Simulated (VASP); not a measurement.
# Pb (P6_3/mmc) in VASP: notebook

Runs on Pb. Level: PBE+D3(BJ). Tasks: single point.

Everything below comes from runs of VASP 6.6.1. Logs are shortened: lines on timing, memory, paths and dates and some standing lists are left out, and cuts for length are marked.

**1. The crystal as given**

The structure is hexagonal, space group P6_3/mmc (No. 194). The conventional cell has a = 3.500 Å, b = 3.500 Å, c = 11.466 Å, α = 90.00°, β = 90.00°, γ = 120.00°. Pb (site symmetry -3m) has 12 Pb at 3.50 to 3.51 Å as nearest neighbours. Around Pb (site symmetry -6m2) lie 12 Pb at 3.50 to 3.51 Å.

This isn't the form of Pb at room conditions, which is fcc.

**2. Single point, PBE+D3(BJ)**

Input file INCAR:

```
PREC = Accurate
ENCUT = 520
EDIFF = 1E-6
ISMEAR = 0
SIGMA = 0.1
LREAL = F
LASPH = T
NELM = 100
ALGO = Fast
ISIF = 2
LWAVE = F
LCHARG = F
GGA = PE
IVDW = 12
NBANDS = 36
```

Input file KPOINTS:

```
regular mesh
0
Gamma
  15 15 4
```

Input file POSCAR:

```
Pb
1.0
    3.4999592103      0.0000000000      0.0000000000
   -1.7499796051      3.0310535884      0.0000000000
    0.0000000000      0.0000000000     11.4655075883
Pb
4
Direct
    0.0000000000      0.0000000000      0.0000000000
    0.3333333333      0.6666666667      0.2500000000
    0.0000000000      0.0000000000      0.5000000000
    0.6666666667      0.3333333333      0.7500000000
```

Potentials or basis: VASP PAW PBE potentials, release 64 (Pb_d).

On the command line:

```bash
$ cat potpaw_PBE.64/Pb_d/POTCAR > POTCAR
$ mpirun -np 1 vasp_std > vasp.out
```

OUTCAR:

```text
PREC = Accurate
   ENCUT = 520
   EDIFF = 1E-6
   ISMEAR = 0
   LREAL = F
   LASPH = T
   NELM = 100
   ISIF = 2
   GGA = PE
   IVDW = 12
 IVDW          = 12

 ion  position               nearest neighbor table
   1  0.000  0.000  0.000-   2 3.51   4 3.51   4 3.51   2 3.51   4 3.51   2 3.51
   2  0.333  0.667  0.250-   1 3.51   3 3.51   1 3.51   3 3.51   1 3.51   3 3.51
   3  0.000  0.000  0.500-   2 3.51   4 3.51   4 3.51   2 3.51   4 3.51   2 3.51
   4  0.667  0.333  0.750-   1 3.51   3 3.51   1 3.51   3 3.51   1 3.51   3 3.51

  LATTYP: Found a hexagonal cell.
 ALAT       =     3.4999592103
 C/A-ratio  =     3.2758974889

  Lattice vectors:

 A1 = (   3.4999592103,   0.0000000000,   0.0000000000)
 A2 = (  -1.7499796051,   3.0310535884,   0.0000000000)
 A3 = (   0.0000000000,   0.0000000000,  11.4655075883)

Analysis of symmetry for initial positions (statically):
=====================================================================
 Subroutine PRICEL returns:
 Original cell was already a primitive cell.

 Routine SETGRP: Setting up the symmetry group for a
 hexagonal supercell.

 Subroutine GETGRP returns: Found 24 space group operations
 (whereof 12 operations were pure point group operations)
 out of a pool of 24 trial point group operations.

The static configuration has the point symmetry D_3d.
 The point group associated with its full space group is D_6h.

Analysis of symmetry for dynamics (positions and initial velocities):
=====================================================================
 Subroutine PRICEL returns:
 Original cell was already a primitive cell.

 Routine SETGRP: Setting up the symmetry group for a
 hexagonal supercell.

 Subroutine GETGRP returns: Found 24 space group operations
 (whereof 12 operations were pure point group operations)
 out of a pool of 24 trial point group operations.

The dynamic configuration has the point symmetry D_3d.
 The point group associated with its full space group is D_6h.

 Subroutine INISYM returns: Found 24 space group operations
 (whereof 12 operations are pure point group operations),
 and found     1 'primitive' translations

----------------------------------------------------------------------------------------

                                     Primitive cell

  volume of cell :     121.6326

  direct lattice vectors                    reciprocal lattice vectors
     3.499959210  0.000000000  0.000000000     0.285717616  0.164959142  0.000000000
[... 92 lines left out ...]
   EDIFFG = 0.1E-04   stopping-criterion for IOM
   NSW    =      0    number of steps for IOM
   IBRION =     -1    ionic relax: 0-MD 1-quasi-New 2-CG
   NFREE  =      0    steps in history (QN), initial steepest desc. (CG)
   ISIF   =      2    stress and relaxation
   ISYM   =      2    0-nonsym 1-usesym 2-fastsym
   POTIM  = 0.5000    time-step for ionic-motion
   TEBEG  =    0.0;   TEEND  =   0.0 temperature during run
   PSTRESS=    0.0 pullay stress
   NELECT =      56.0000    total number of electrons
   NUPDOWN=      -1.0000    fix difference up-down
   EMIN   =  10.00;   EMAX   =-10.00  energy-range for DOS
   EFERMI =   0.00;   METHOD = LEGACY
   ISMEAR =     0;   SIGMA  =   0.10  broadening in eV -4-tet -1-fermi 0-gaus
   EFERMI_NEDOS =   21; number of points for ismear=-14 and -15
   IALGO  =     68    algorithm
   IMIX   =      4    mixing-type and parameters
     AMIX     =   0.40;   BMIX     =  1.00
     AMIX_MAG =   1.60;   BMIX_MAG =  1.00
  volume/ion in A,a.u.               =      30.41       205.20
  Fermi-wavevector in a.u.,A,eV,Ry     =   1.264118  2.388836 21.742026  1.597994
  Thomas-Fermi vector in A             =   2.397440
   LORBIT       =      0    0 simple, 1 ext, 2 COOP (PROOUT), +10 PAW based schemes
   GGA     = PE    functional components
   LHFCALC =     F    Hartree Fock is set to
   AEXX    =    0.0000 exact exchange contribution
   IVDW    =    12    specifies the selected vdW correction
   LEPSILON=     F    determine dielectric tensor
   LRPA    =     F    only Hartree local field effects (RPA)
 non-spin polarized calculation
 RMM-DIIS sequential band-by-band and
 Gauss-broadening in eV      SIGMA  =   0.10
  energy-cutoff  :      520.00
  volume of cell :      121.63
 maximum number of plane-waves:      3343
 NGX is ok and might be reduce to    28
   NGX = 13   NGY = 13   NGZ = 43

 number of electron      56.0000010 magnetization

 Free energy of the ion-electron system (eV)
  ---------------------------------------------------
  ext. energy  EPLUGINS =         0.00000000
  ---------------------------------------------------
  free energy    TOTEN  =       -14.20443084 eV

  energy without entropy =      -14.19604436  energy(sigma->0) =      -14.20023760

 E-fermi :   7.2501     XC(G=0): -10.1726

 val. band max:        7.2244926403   @ k =   0.3333   0.2667   0.5000
 cond. band min:       7.2515450154   @ k =   0.2667   0.0667   0.2500
 fundamental gap:      0.0270523752
 Fermi energy:         7.2500608865

 k-point     1 :       0.0000    0.0000    0.0000
  band No.  band energies     occupation
      1      -9.8563      2.00000
      2      -9.8435      2.00000
      3      -9.8265      2.00000
      4      -9.8265      2.00000
      5      -9.8237      2.00000
      6      -9.8236      2.00000
[... 925 lines left out ...]
     35      11.0133      0.00000
     36      11.7833      0.00000

 [... further k-points ...]

------------------------ aborting loop because EDIFF is reached ----------------------------------------

 Edisp (eV)   -1.63381

 E8    (eV) :    -0.8281

  FORCE on cell =-STRESS in cart. coord.  units (eV):
  Direction    XX          YY          ZZ          XY          YZ          ZX
  --------------------------------------------------------------------------------------
  -------------------------------------------------------------------------------------
  Total      -0.05708    -0.05708    -0.04337    -0.00000     0.00000     0.00000
  in kB      -0.75181    -0.75181    -0.57124    -0.00000     0.00000     0.00000
  external pressure =       -0.69 kB  Pullay stress =        0.00 kB

 VOLUME and BASIS-vectors are now :
 -----------------------------------------------------------------------------
  energy-cutoff  :      520.00
  volume of cell :      121.63
      direct lattice vectors                 reciprocal lattice vectors
     3.499959210  0.000000000  0.000000000     0.285717616  0.164959142  0.000000000
    -1.749979605  3.031053588  0.000000000     0.000000000  0.329918284  0.000000000
     0.000000000  0.000000000 11.465507588     0.000000000  0.000000000  0.087218119

 POSITION                                       TOTAL-FORCE (eV/Angst)
 -----------------------------------------------------------------------------------
      0.00000      0.00000      0.00000         0.000000      0.000000      0.000000
     -0.00000      2.02070      2.86638         0.000000      0.000000     -0.000000
      0.00000      0.00000      5.73275         0.000000      0.000000      0.000000
      1.74998      1.01035      8.59913        -0.000000     -0.000000     -0.000000
 -----------------------------------------------------------------------------------
    total drift:                                0.000000     -0.000000      0.000000

  FREE ENERGIE OF THE ION-ELECTRON SYSTEM (eV)
  ---------------------------------------------------
  free  energy   TOTEN  =       -15.8382454621 eV

  energy  without entropy=      -15.8298589765  energy(sigma->0) =      -15.83405222
```

It took 6.3 min on 1 thread of AMD EPYC 7R43 (Zen 3), shared host; peak memory 0.38 GiB.

Results:

```yaml
Free_energy: -15.8382 eV
Pressure: -0.1 GPa
Band_gap_on_the_k_mesh: none (metal or under the smearing width)
Dispersion_energy_per_atom: -0.408 eV
```

Caveat: pairwise dispersion overbinds metals, which lowers pressure and volume. Spin-orbit coupling is left out, which matters for the levels of Pb.

**3. Single point, PBE+D3(BJ)**

This run uses another cell than the first one, of 30.91 Å³/atom, 1.017 times its volume.

Input file INCAR:

```
SYSTEM = Pb
  PREC = Accurate
  ENCUT = 520
  EDIFF = 1E-6
  ISMEAR = 0
  SIGMA = 0.1
  LREAL = .False.
  LASPH = .True.
  NELM = 60
  ALGO = Normal
  ISIF = 2
  LWAVE = .False.
  LCHARG = .False.
  GGA = PE
  IVDW = 12
  NBANDS = 36
```

Input file KPOINTS:

```
Automatic mesh
0
Gamma
  6 6 2
  0 0 0
```

Input file POSCAR:

```
Pb
1.0
    3.5243661423      0.0000000000      0.0000000000
   -1.7621830711      3.0521906115      0.0000000000
    0.0000000000      0.0000000000     11.4952418100
Pb
4
Direct
    0.0000000000      0.0000000000      0.0000000000
    0.3333333300      0.6666666700      0.2500000000
    0.0000000000      0.0000000000      0.5000000000
    0.6666666700      0.3333333300      0.7500000000
```

Potentials or basis: VASP PAW PBE potentials, release 64 (Pb_d).

On the command line:

```bash
$ cat potpaw_PBE.64/Pb_d/POTCAR > POTCAR
$ mpirun -np 1 vasp_std > vasp.out
```

OUTCAR:

```text
SYSTEM = Pb
   PREC = Accurate
   ENCUT = 520
   EDIFF = 1E-6
   ISMEAR = 0
   LREAL = .False.
   LASPH = .True.
   NELM = 60
   ISIF = 2
   GGA = PE
   IVDW = 12
 IVDW          = 12

 ion  position               nearest neighbor table
   1  0.000  0.000  0.000-   2 3.52   4 3.52   4 3.52   2 3.52   4 3.52   2 3.52
   2  0.333  0.667  0.250-   1 3.52   3 3.52   1 3.52   3 3.52   1 3.52   3 3.52
   3  0.000  0.000  0.500-   2 3.52   4 3.52   4 3.52   2 3.52   4 3.52   2 3.52
   4  0.667  0.333  0.750-   1 3.52   3 3.52   1 3.52   3 3.52   1 3.52   3 3.52

  LATTYP: Found a hexagonal cell.
 ALAT       =     3.5243661423
 C/A-ratio  =     3.2616480087

  Lattice vectors:

 A1 = (   3.5243661423,   0.0000000000,   0.0000000000)
 A2 = (  -1.7621830711,   3.0521906115,   0.0000000000)
 A3 = (   0.0000000000,   0.0000000000,  11.4952418100)

Analysis of symmetry for initial positions (statically):
=====================================================================
 Subroutine PRICEL returns:
 Original cell was already a primitive cell.

 Routine SETGRP: Setting up the symmetry group for a
 hexagonal supercell.

 Subroutine GETGRP returns: Found 24 space group operations
 (whereof 12 operations were pure point group operations)
 out of a pool of 24 trial point group operations.

The static configuration has the point symmetry D_3d.
 The point group associated with its full space group is D_6h.

Analysis of symmetry for dynamics (positions and initial velocities):
=====================================================================
 Subroutine PRICEL returns:
 Original cell was already a primitive cell.

 Routine SETGRP: Setting up the symmetry group for a
 hexagonal supercell.

 Subroutine GETGRP returns: Found 24 space group operations
 (whereof 12 operations were pure point group operations)
 out of a pool of 24 trial point group operations.

The dynamic configuration has the point symmetry D_3d.
 The point group associated with its full space group is D_6h.

 Subroutine INISYM returns: Found 24 space group operations
 (whereof 12 operations are pure point group operations),
 and found     1 'primitive' translations

----------------------------------------------------------------------------------------

                                     Primitive cell

  volume of cell :     123.6547

  direct lattice vectors                    reciprocal lattice vectors
     3.524366142  0.000000000  0.000000000     0.283738965  0.163816768  0.000000000
    -1.762183071  3.052190611  0.000000000     0.000000000  0.327633535  0.000000000
     0.000000000  0.000000000 11.495241810     0.000000000  0.000000000  0.086992515

  length of vectors
     3.524366142  3.524366142 11.495241810     0.327633535  0.327633535  0.086992515

  position of ions in fractional coordinates (direct lattice)
     0.000000000  0.000000000  0.000000000
     0.333333330  0.666666670  0.250000000
     0.000000000  0.000000000  0.500000000
     0.666666670  0.333333330  0.750000000

  ion indices of the primitive-cell ions
   primitive index   ion index
                 1           1
                 2           2
                 3           3
                 4           4

----------------------------------------------------------------------------------------

 KPOINTS: Automatic mesh

[... 31 lines left out ...]
  0.000000  0.000000  0.500000      1.000000
  0.166667 -0.000000  0.500000      6.000000
  0.333333 -0.000000  0.500000      6.000000
  0.500000  0.000000  0.500000      3.000000
  0.166667  0.166667  0.500000      6.000000
  0.333333  0.166667  0.500000     12.000000
  0.333333  0.333333  0.500000      2.000000
   k-points           NKPTS =     14   k-points in BZ     NKDIM =     14   number of bands    NBANDS=     36
   number of dos      NEDOS =    301   number of ions     NIONS =      4
   total plane-waves  NPLWV =  70560
   dimension x,y,z NGX =    28 NGY =   28 NGZ =   90
   dimension x,y,z NGXF=    56 NGYF=   56 NGZF=  180
   ions per type =               4
   NGX,Y,Z   is equivalent  to a cutoff of  13.21, 13.21, 13.02 a.u.
   NGXF,Y,Z  is equivalent  to a cutoff of  26.42, 26.42, 26.03 a.u.
 SYSTEM =  Pb
   PREC   = accura    normal or accurate (medium, high low for compatibility)
   ISTART =      0    job   : 0-new  1-cont  2-samecut
   ICHARG =      2    charge: 1-file 2-atom 10-const
   ISPIN  =      1    spin polarized calculation?
   LNONCOLLINEAR =      F non collinear calculations
   LSORBIT =      F    spin-orbit coupling
   LASPH  =      T    aspherical Exc in radial PAW
   ENCUT  =  520.0 eV  38.22 Ry    6.18 a.u.   6.55  6.55 21.37*2*pi/ulx,y,z
   NELM   =     60;   NELMIN=  2; NELMDL= -5     # of ELM steps
   EDIFF  = 0.1E-05   stopping-criterion for ELM
   LREAL  =      F    real-space projection
   EDIFFG = 0.1E-04   stopping-criterion for IOM
   NSW    =      0    number of steps for IOM
   IBRION =     -1    ionic relax: 0-MD 1-quasi-New 2-CG
   NFREE  =      0    steps in history (QN), initial steepest desc. (CG)
   ISIF   =      2    stress and relaxation
   ISYM   =      2    0-nonsym 1-usesym 2-fastsym
   POTIM  = 0.5000    time-step for ionic-motion
   TEBEG  =    0.0;   TEEND  =   0.0 temperature during run
   PSTRESS=    0.0 pullay stress
   NELECT =      56.0000    total number of electrons
   NUPDOWN=      -1.0000    fix difference up-down
   EMIN   =  10.00;   EMAX   =-10.00  energy-range for DOS
   EFERMI =   0.00;   METHOD = LEGACY
   ISMEAR =     0;   SIGMA  =   0.10  broadening in eV -4-tet -1-fermi 0-gaus
   EFERMI_NEDOS =   21; number of points for ismear=-14 and -15
   IALGO  =     38    algorithm
   IMIX   =      4    mixing-type and parameters
     AMIX     =   0.40;   BMIX     =  1.00
     AMIX_MAG =   1.60;   BMIX_MAG =  1.00
  volume/ion in A,a.u.               =      30.91       208.62
  Fermi-wavevector in a.u.,A,eV,Ry     =   1.257189  2.375743 21.504338  1.580524
  Thomas-Fermi vector in A             =   2.390860
   LORBIT       =      0    0 simple, 1 ext, 2 COOP (PROOUT), +10 PAW based schemes
   GGA     = PE    functional components
   LHFCALC =     F    Hartree Fock is set to
   AEXX    =    0.0000 exact exchange contribution
   IVDW    =    12    specifies the selected vdW correction
   LEPSILON=     F    determine dielectric tensor
   LRPA    =     F    only Hartree local field effects (RPA)
 non-spin polarized calculation
 Gauss-broadening in eV      SIGMA  =   0.10
  energy-cutoff  :      520.00
  volume of cell :      123.65
 maximum number of plane-waves:      3402
 NGX is ok and might be reduce to    28
   NGX = 13   NGY = 13   NGZ = 43

 number of electron      56.0000006 magnetization

 Free energy of the ion-electron system (eV)
  ---------------------------------------------------
  ext. energy  EPLUGINS =         0.00000000
  ---------------------------------------------------
  free energy    TOTEN  =       -14.05609481 eV

  energy without entropy =      -14.02814563  energy(sigma->0) =      -14.04212022

 E-fermi :   7.3013     XC(G=0): -10.0936

 val. band max:        7.2719806806   @ k =   0.3333   0.1667   0.5000
 cond. band min:       7.3119660225   @ k =   0.3333   0.3333   0.0000
 fundamental gap:      0.0399853419
 Fermi energy:         7.3012801256

 k-point     1 :       0.0000    0.0000    0.0000
  band No.  band energies     occupation
      1     -10.0409      2.00000
      2     -10.0329      2.00000
      3     -10.0193      2.00000
      4     -10.0193      2.00000
      5     -10.0026      2.00000
      6     -10.0026      2.00000
[... 535 lines left out ...]
     35      10.2260      0.00000
     36      10.2260      0.00000

------------------------ aborting loop because EDIFF is reached ----------------------------------------

 Edisp (eV)   -1.60665

 E8    (eV) :    -0.8143

  FORCE on cell =-STRESS in cart. coord.  units (eV):
  Direction    XX          YY          ZZ          XY          YZ          ZX
  --------------------------------------------------------------------------------------
  -------------------------------------------------------------------------------------
  Total       0.06678     0.06678    -2.00673     0.00000     0.00000     0.00000
  in kB       0.86525     0.86525   -26.00090     0.00000     0.00000     0.00000
  external pressure =       -8.09 kB  Pullay stress =        0.00 kB

 VOLUME and BASIS-vectors are now :
 -----------------------------------------------------------------------------
  energy-cutoff  :      520.00
  volume of cell :      123.65
      direct lattice vectors                 reciprocal lattice vectors
     3.524366142  0.000000000  0.000000000     0.283738965  0.163816768  0.000000000
    -1.762183071  3.052190611  0.000000000     0.000000000  0.327633535  0.000000000
     0.000000000  0.000000000 11.495241810     0.000000000  0.000000000  0.086992515

 POSITION                                       TOTAL-FORCE (eV/Angst)
 -----------------------------------------------------------------------------------
      0.00000      0.00000      0.00000         0.000000     -0.000000     -0.000000
     -0.00000      2.03479      2.87381        -0.000000      0.000000      0.000000
      0.00000      0.00000      5.74762         0.000000     -0.000000     -0.000000
      1.76218      1.01740      8.62143         0.000000     -0.000000     -0.000000
 -----------------------------------------------------------------------------------
    total drift:                                0.000000      0.000000      0.000000

  FREE ENERGIE OF THE ION-ELECTRON SYSTEM (eV)
  ---------------------------------------------------
  free  energy   TOTEN  =       -15.6627437684 eV

  energy  without entropy=      -15.6347945836  energy(sigma->0) =      -15.64876918
```

stdout:

```text
POSCAR found type information on POSCAR Pb
 POSCAR found :  1 types and       4 ions
 scaLAPACK will be used
 LDA part: xc-table for (Slater+PW92), standard interpolation
 POSCAR, INCAR and KPOINTS ok, starting setup
 FFT: planning ... GRIDC
 FFT: planning ... GRID_SOFT
 FFT: planning ... GRID
 WAVECAR not read
 entering main loop
```

Run time: 55 s. Hardware: 1 thread of AMD EPYC 7R43 (Zen 3), shared host; peak memory 0.22 GiB.

Results:

- Free energy: -15.6627 eV
- Pressure: -0.8 GPa
- Band gap on the k mesh: none (metal or under the smearing width)
- Dispersion energy per atom: -0.402 eV

Stress tensor (GPa, compression positive):
```
 0.09  0.00  0.00
 0.00  0.09  0.00
 0.00  0.00 -2.60
```

Levels at points of the mesh, in eV from the Fermi level:
```csv
k point,band 24,band 25,band 26,band 27,band 28,band 29,band 30,band 31,band 32,band 33
"(0.00, 0.00, 0.00)",-8.34,-4.34,0.50,0.51,5.22,5.22,5.98,5.98,6.06,6.06
"(0.50, 0.00, 0.00)",-7.15,-4.19,-3.86,-2.55,-2.02,-0.23,0.57,1.78,3.09,3.14
"(0.00, 0.00, 0.50)",-9.33,-2.71,-2.71,4.31,4.31,5.44,5.44,5.44,5.44,6.68
"(0.50, 0.00, 0.50)",-7.42,-3.67,-3.67,-2.95,-2.95,1.10,1.10,2.13,2.13,2.63
```

Caveat: pairwise dispersion overbinds metals, which lowers pressure and volume.
